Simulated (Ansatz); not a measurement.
Crystal: SiNi2.

```
Ni Si
1.0
     3.83600    0.00000    0.00000
    -1.91800    3.32207    0.00000
     0.00000    0.00000    4.94800
Ni Si
4 2
Cartesian
  1.9180 1.1074 3.7110
  0.0000 2.2147 1.2370
  0.0000 0.0000 2.4740
  0.0000 0.0000 0.0000
  1.9180 1.1074 1.2370
  0.0000 2.2147 3.7110
```

```yaml
Program: Ansatz 0.2.0
Task: relaxation of cell and atoms
Functional: PBEsol
Dispersion: D3(BJ)
Potentials_or_basis: Ansatz PAW
Cutoff: "420 eV (not typed: the program's choice for these potentials)"
k_mesh: 6 × 6 × 5
Occupations: fermi-dirac, width 0.05 eV
Spin: collinear spin, ferromagnetic start
Starting_moments: "[1.0, 1.0, 1.0, 1.0, 0.0, 0.0] μB"
```

At the start: volume 10.51 Å³/atom.

Where does the relaxation end?

It ends after 5 steps and the volume is 10.30 Å³/atom (-2.0 %); space group P6_3/mmc (No. 194, to 0.05 Å); moment 0.00 μB per cell.

The path:
```csv
step,energy change (eV),largest force (eV/Å),volume (Å³)
1,0.0000,0.0000,63.05
2,-0.0211,0.0000,62.38
3,-0.0288,0.0000,61.76
4,-0.0288,0.0000,61.81
5,-0.0284,0.0000,61.81
```

Final structure:
```xyz
6
Lattice="3.8336 0.0000 0.0000 -1.9168 3.3200 0.0000 0.0000 0.0000 4.8567" Properties=species:S:1:pos:R:3 pbc="T T T"
Ni    1.9168    1.1067    3.6425
Ni    0.0000    2.2133    1.2142
Ni    0.0000    0.0000    2.4283
Ni    0.0000    0.0000    0.0000
Si    1.9168    1.1067    1.2142
Si    0.0000    2.2133    3.6425
```

Caveat: the plane-wave basis is chosen anew once the cell has moved, so the energies of steps on either side of that aren't comparable; pairwise dispersion overbinds metals, which lowers pressure and volume; the PAW data sets come from PBE, with cores solved anew for the run's functional, which leaves a small shift of forces and pressure; the starting moments weren't kept.
